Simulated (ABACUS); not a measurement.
TePb:

```
Pb Te
1.0
     4.00229    0.00000    0.00000
     0.00000    4.00229    0.00000
     0.00000    0.00000    4.00229
Pb Te
1 1
Direct
  0.00000 0.00000 0.00000
  0.50000 0.50000 0.50000
```

Measurements of this composition are mostly on another form, of space group No. 225.

```yaml
Program: ABACUS 3.10.1
Task: single point
Functional: PBE
Potentials_or_basis: PseudoDojo NC SR 0.4.1 PBE standard
Cutoff: 1129 eV
Density_cutoff: 4517 eV
Basis: plane waves
k_mesh: 7 × 7 × 7
Occupations: fermi-dirac, width 0.05 eV
Spin: no spin polarisation
```

On this cell: pressure 0.0 GPa; largest force zero by symmetry; band gap on the k mesh none (metal or under the smearing width).

The same run follows on a disturbed copy (atoms moved at random, drawn with an rms of 0.05 Å):

```
Pb Te
1.0
     4.00229    0.00000    0.00000
     0.00000    4.00229    0.00000
     0.00000    0.00000    4.00229
Pb Te
1 1
Direct
  0.99039 0.00759 0.98972
  0.48334 0.49709 0.49934
```

Q: What does the disturbed cell give?

A: The energy (extrapolated to zero smearing) moves by -0.6 meV/atom; pressure 0.1 GPa; largest force 0.036 eV/Å; band gap on the k mesh none (metal or under the smearing width).

Forces in eV/Å, atoms in the order of the input:
```
Pb   0.016  0.023 -0.022
Te  -0.016 -0.023  0.022
```
